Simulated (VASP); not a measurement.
# Be (P6_3/mmc) in VASP: further runs

One crystal, Be, is run at these levels: LDA; tasks: single point.

Everything below comes from runs of VASP 6.6.1. Logs are shortened: lines on timing, memory, paths and dates and some standing lists are left out, and cuts for length are marked.

## 1. The structure

It takes space group P6_3/mmc (No. 194, hexagonal). The conventional cell has a = 2.285 Å, b = 2.285 Å, c = 3.584 Å, α = 90.00°, β = 90.00°, γ = 120.00°. Around Be (site symmetry -6m2) lie 12 Be at 2.23 to 2.29 Å.

## 2. Single point, LDA

File INCAR:

```
  ADDGRID = F
  ALGO = Normal
  EDIFF = 1E-6
  ENCUT = 520
  GGA = CA
  ISIF = 2
  ISMEAR = 1
  LASPH = T
  LCHARG = F
  LREAL = F
  LWAVE = F
  NELM = 100
  PREC = Normal
  SIGMA = 0.2
```

File KPOINTS:

```
k-points
0
Gamma
  11 11 7
```

File POSCAR:

```
Be
1.0
    2.2853000000      0.0000000000      0.0000000000
   -1.1426500000      1.9791278553      0.0000000000
    0.0000000000      0.0000000000      3.5842000000
Be
2
Direct
    0.6666666667      0.3333333333      0.7500000000
    0.3333333333      0.6666666667      0.2500000000
```

Potentials or basis: VASP PAW LDA potentials, release 64 (Be).

Launch:

```sh
> cat potpaw_LDA.64/Be/POTCAR > POTCAR
> mpirun -np 1 vasp_std > vasp.out
```

OUTCAR:

```text
EDIFF = 1E-6
   ENCUT = 520
   GGA = CA
   ISIF = 2
   ISMEAR = 1
   LASPH = T
   LREAL = F
   NELM = 100
   PREC = Normal

 Found     64 irreducible k-points:

 Following reciprocal coordinates:
            Coordinates               Weight
  0.000000  0.000000  0.000000      1.000000
  0.090909  0.000000  0.000000      6.000000
  0.181818  0.000000  0.000000      6.000000
  0.272727  0.000000  0.000000      6.000000
  0.363636  0.000000  0.000000      6.000000
  0.454545  0.000000  0.000000      6.000000
   k-points           NKPTS =     64   k-points in BZ     NKDIM =     64   number of bands    NBANDS=      6
   number of dos      NEDOS =    301   number of ions     NIONS =      2
   total plane-waves  NPLWV =   3920
   dimension x,y,z NGX =    14 NGY =   14 NGZ =   20
   dimension x,y,z NGXF=    28 NGYF=   28 NGZF=   40
   ions per type =               2
   NGX,Y,Z   is equivalent  to a cutoff of  10.18, 10.18,  9.28 a.u.
   NGXF,Y,Z  is equivalent  to a cutoff of  20.37, 20.37, 18.55 a.u.
 SYSTEM =  unknown system
   PREC   = normal    normal or accurate (medium, high low for compatibility)
   ISTART =      0    job   : 0-new  1-cont  2-samecut
   ICHARG =      2    charge: 1-file 2-atom 10-const
   ISPIN  =      1    spin polarized calculation?
   LNONCOLLINEAR =      F non collinear calculations
   LSORBIT =      F    spin-orbit coupling
   LASPH  =      T    aspherical Exc in radial PAW
   ENCUT  =  520.0 eV  38.22 Ry    6.18 a.u.   4.25  4.25  6.66*2*pi/ulx,y,z
   NELM   =    100;   NELMIN=  2; NELMDL= -5     # of ELM steps
   EDIFF  = 0.1E-05   stopping-criterion for ELM
[... 30 lines left out ...]
 non-spin polarized calculation
 Methfessel and Paxton  Order N= 1 SIGMA  =   0.20
  energy-cutoff  :      520.00
  volume of cell :       16.21
 maximum number of plane-waves:       451
   NGX =  9   NGY =  9   NGZ = 13

 number of electron       4.0000000 magnetization

 Free energy of the ion-electron system (eV)
  ---------------------------------------------------
  ext. energy  EPLUGINS =         0.00000000
  ---------------------------------------------------
  free energy    TOTEN  =        -8.37841108 eV

  energy without entropy =       -8.37712031  energy(sigma->0) =       -8.37798082

 E-fermi :   6.8780     XC(G=0): -10.5395

 val. band max:        6.7873046926   @ k =   0.3636   0.2727   0.2857
 cond. band min:       6.9075203414   @ k =   0.3636   0.2727   0.1429
 fundamental gap:      0.1202156488
 Fermi energy:         6.8780310431

 k-point     1 :       0.0000    0.0000    0.0000
  band No.  band energies     occupation
      1      -4.4949      2.00000
      2       2.2608      2.00000
      3       7.7813     -0.00000
      4      21.9203      0.00000
      5      21.9203      0.00000
      6      24.7232      0.00000

 k-point     2 :       0.0909    0.0000    0.0000
  band No.  band energies     occupation
      1      -4.2638      2.00000
      2       2.5650      2.00000
      3       7.8415     -0.00000
      4      20.2447      0.00000
      5      20.7498      0.00000
      6      24.7122      0.00000

 k-point     3 :       0.1818    0.0000    0.0000
  band No.  band energies     occupation
      1      -3.5697      2.00000
      2       3.4747      2.00000
      3       7.9648     -0.00000
      4      16.8819      0.00000
      5      18.9092      0.00000
      6      24.2177      0.00000

 k-point     4 :       0.2727    0.0000    0.0000
  band No.  band energies     occupation
      1      -2.4134      2.00000
      2       4.9782      2.00000
      3       7.7955     -0.00000
      4      13.8441      0.00000
      5      17.3363      0.00000
      6      21.0943      0.00000

 k-point     5 :       0.3636    0.0000    0.0000
  band No.  band energies     occupation
      1      -0.8120      2.00000
      2       6.4092      2.00451
      3       7.0379      0.02027
      4      12.6481      0.00000
      5      16.2362      0.00000
      6      17.2125      0.00000

 k-point     6 :       0.4545    0.0000    0.0000
  band No.  band energies     occupation
      1       1.0912      2.00000
      2       4.1494      2.00000
      3       9.4251     -0.00000
      4      13.0460      0.00000
      5      13.8075      0.00000
      6      15.6750      0.00000

 [... further k-points ...]
[... 5 lines left out ...]
  --------------------------------------------------------------------------------------
  -------------------------------------------------------------------------------------
  Total       -0.8450864     -0.8450864     -0.7152865      0.0000000     -0.0000000      0.0000000
  in kB      -83.5222896    -83.5222896    -70.6937933      0.0000000     -0.0000000      0.0000000
  external PRESSURE =     -79.2461242 kB  Pullay stress =       0.0000000 kB

 VOLUME and BASIS-vectors are now :
 -----------------------------------------------------------------------------
  energy-cutoff  :      520.00
  volume of cell :       16.21
      direct lattice vectors                 reciprocal lattice vectors
     2.285300000  0.000000000  0.000000000     0.437579311  0.252636533  0.000000000
    -1.142650000  1.979127855  0.000000000     0.000000000  0.505273066  0.000000000
     0.000000000  0.000000000  3.584200000     0.000000000  0.000000000  0.279002288

 POSITION                                       TOTAL-FORCE (eV/Angst)
 -----------------------------------------------------------------------------------
      1.14265      0.65971      2.68815         0.000000     -0.000000      0.000000
     -0.00000      1.31942      0.89605        -0.000000      0.000000      0.000000
 -----------------------------------------------------------------------------------
    total drift:                                0.000000     -0.000000      0.000000

  FREE ENERGIE OF THE ION-ELECTRON SYSTEM (eV)
  ---------------------------------------------------
  free  energy   TOTEN  =        -8.3784110821 eV

  energy  without entropy=       -8.3771203075  energy(sigma->0) =       -8.37798082
```

Wall time 1.2 s (1 thread of AMD EPYC 9R45 (Zen 5), shared host); peak memory 0.08 GiB.

These settings aren't checked as converged: the numbers below hold their error.

Results:

```
Free energy            : -8.3784 eV
Pressure               : -7.9 GPa
Band gap on the k mesh : none (metal or under the smearing width)
```

## 3. Single point, LDA

INCAR is that of step 2.

KPOINTS is that of step 2.

File POSCAR:

```
Be
1.0
    2.2853000000      0.0000000000      0.0000000000
   -1.1426500000      1.9791278553      0.0000000000
    0.0000000000      0.0000000000      3.5842000000
Be
2
Direct
    0.6556040000      0.3139550000      0.7387090000
    0.3030700000      0.6820070000      0.2728280000
```

Potentials or basis: VASP PAW LDA potentials, release 64 (Be).

Launch:

```sh
> cat potpaw_LDA.64/Be/POTCAR > POTCAR
> mpirun -np 1 vasp_std > vasp.out
```

OUTCAR:

```text
EDIFF = 1E-6
   ENCUT = 520
   GGA = CA
   ISIF = 2
   ISMEAR = 1
   LASPH = T
   LREAL = F
   NELM = 100
   PREC = Normal

 Found    424 irreducible k-points:

 Following reciprocal coordinates:
            Coordinates               Weight
  0.000000  0.000000  0.000000      1.000000
  0.090909  0.000000  0.000000      2.000000
  0.000000  0.090909  0.000000      2.000000
 -0.090909  0.090909  0.000000      2.000000
  0.181818  0.000000  0.000000      2.000000
  0.000000  0.181818  0.000000      2.000000
   k-points           NKPTS =    424   k-points in BZ     NKDIM =    424   number of bands    NBANDS=      6
   number of dos      NEDOS =    301   number of ions     NIONS =      2
   total plane-waves  NPLWV =   3920
   dimension x,y,z NGX =    14 NGY =   14 NGZ =   20
   dimension x,y,z NGXF=    28 NGYF=   28 NGZF=   40
   ions per type =               2
   NGX,Y,Z   is equivalent  to a cutoff of  10.18, 10.18,  9.28 a.u.
   NGXF,Y,Z  is equivalent  to a cutoff of  20.37, 20.37, 18.55 a.u.
 SYSTEM =  unknown system
   PREC   = normal    normal or accurate (medium, high low for compatibility)
   ISTART =      0    job   : 0-new  1-cont  2-samecut
   ICHARG =      2    charge: 1-file 2-atom 10-const
   ISPIN  =      1    spin polarized calculation?
   LNONCOLLINEAR =      F non collinear calculations
   LSORBIT =      F    spin-orbit coupling
   LASPH  =      T    aspherical Exc in radial PAW
   ENCUT  =  520.0 eV  38.22 Ry    6.18 a.u.   4.25  4.25  6.66*2*pi/ulx,y,z
   NELM   =    100;   NELMIN=  2; NELMDL= -5     # of ELM steps
   EDIFF  = 0.1E-05   stopping-criterion for ELM
[... 30 lines left out ...]
 non-spin polarized calculation
 Methfessel and Paxton  Order N= 1 SIGMA  =   0.20
  energy-cutoff  :      520.00
  volume of cell :       16.21
 maximum number of plane-waves:       451
   NGX =  9   NGY =  9   NGZ = 13

 number of electron       4.0000000 magnetization

 Free energy of the ion-electron system (eV)
  ---------------------------------------------------
  ext. energy  EPLUGINS =         0.00000000
  ---------------------------------------------------
  free energy    TOTEN  =        -8.30601716 eV

  energy without entropy =       -8.30498394  energy(sigma->0) =       -8.30567275

 E-fermi :   6.8146     XC(G=0): -10.5320

 val. band max:        6.8016175085   @ k =  -0.2727  -0.3636   0.2857
 cond. band min:       6.8419971408   @ k =  -0.2727  -0.4545   0.0000
 fundamental gap:      0.0403796323
 Fermi energy:         6.8145975578

 k-point     1 :       0.0000    0.0000    0.0000
  band No.  band energies     occupation
      1      -4.5076      2.00000
      2       2.2973      2.00000
      3       7.6956     -0.00000
      4      21.5190      0.00000
      5      22.2633      0.00000
      6      24.1504      0.00000

 k-point     2 :       0.0909    0.0000    0.0000
  band No.  band energies     occupation
      1      -4.2775      2.00000
      2       2.6016      2.00000
      3       7.7557     -0.00000
      4      20.0755      0.00000
      5      20.8679      0.00000
      6      24.3277      0.00000

 k-point     3 :       0.0000    0.0909    0.0000
  band No.  band energies     occupation
      1      -4.2776      2.00000
      2       2.6020      2.00000
      3       7.7534     -0.00000
      4      20.0738      0.00000
      5      20.8709      0.00000
      6      24.4402      0.00000

 k-point     4 :      -0.0909    0.0909    0.0000
  band No.  band energies     occupation
      1      -4.2771      2.00000
      2       2.5993      2.00000
      3       7.7685     -0.00000
      4      20.2606      0.00000
      5      20.5126      0.00000
      6      24.4403      0.00000

 k-point     5 :       0.1818    0.0000    0.0000
  band No.  band energies     occupation
      1      -3.5864      2.00000
      2       3.5119      2.00000
      3       7.8736     -0.00000
      4      16.8609      0.00000
      5      18.9285      0.00000
      6      23.9223      0.00000

 k-point     6 :       0.0000    0.1818    0.0000
  band No.  band energies     occupation
      1      -3.5866      2.00000
      2       3.5138      2.00000
      3       7.8615     -0.00000
      4      16.8941      0.00000
      5      18.9280      0.00000
      6      23.9830      0.00000

 [... further k-points ...]
[... 5 lines left out ...]
  --------------------------------------------------------------------------------------
  -------------------------------------------------------------------------------------
  Total       -0.9766714     -0.6069485     -0.3815737      0.2319875      0.1192166     -0.1322924
  in kB      -96.5272053    -59.9864404    -37.7120172     22.9279880     11.7825186    -13.0748357
  external PRESSURE =     -64.7418877 kB  Pullay stress =       0.0000000 kB

 VOLUME and BASIS-vectors are now :
 -----------------------------------------------------------------------------
  energy-cutoff  :      520.00
  volume of cell :       16.21
      direct lattice vectors                 reciprocal lattice vectors
     2.285300000  0.000000000  0.000000000     0.437579311  0.252636533  0.000000000
    -1.142650000  1.979127855  0.000000000     0.000000000  0.505273066  0.000000000
     0.000000000  0.000000000  3.584200000     0.000000000  0.000000000  0.279002288

 POSITION                                       TOTAL-FORCE (eV/Angst)
 -----------------------------------------------------------------------------------
      1.13951      0.62136      2.64768        -0.247161      0.232208      0.893435
     -0.08669      1.34978      0.97787         0.247161     -0.232208     -0.893435
 -----------------------------------------------------------------------------------
    total drift:                               -0.000000     -0.000000     -0.000000

  FREE ENERGIE OF THE ION-ELECTRON SYSTEM (eV)
  ---------------------------------------------------
  free  energy   TOTEN  =        -8.3060171553 eV

  energy  without entropy=       -8.3049839396  energy(sigma->0) =       -8.30567275
```

stdout:

```text
POSCAR found type information on POSCAR Be
 POSCAR found :  1 types and       2 ions
 scaLAPACK will be used
 LDA part: xc-table for (Slater(with rela. corr.)+CA(PZ))
 , standard interpolation
 POSCAR, INCAR and KPOINTS ok, starting setup
 FFT: planning ... GRIDC
 FFT: planning ... GRID_SOFT
 FFT: planning ... GRID
 WAVECAR not read
 entering main loop
```

It took 6.3 s on 1 thread of AMD EPYC 9R45 (Zen 5), shared host; peak memory 0.11 GiB.

These settings aren't checked as converged: the numbers below hold their error.

What came out:

* Free energy: -8.3060 eV
* Pressure: -6.5 GPa
* Largest force: 0.956 eV/Å
* Band gap on the k mesh: none (metal or under the smearing width)
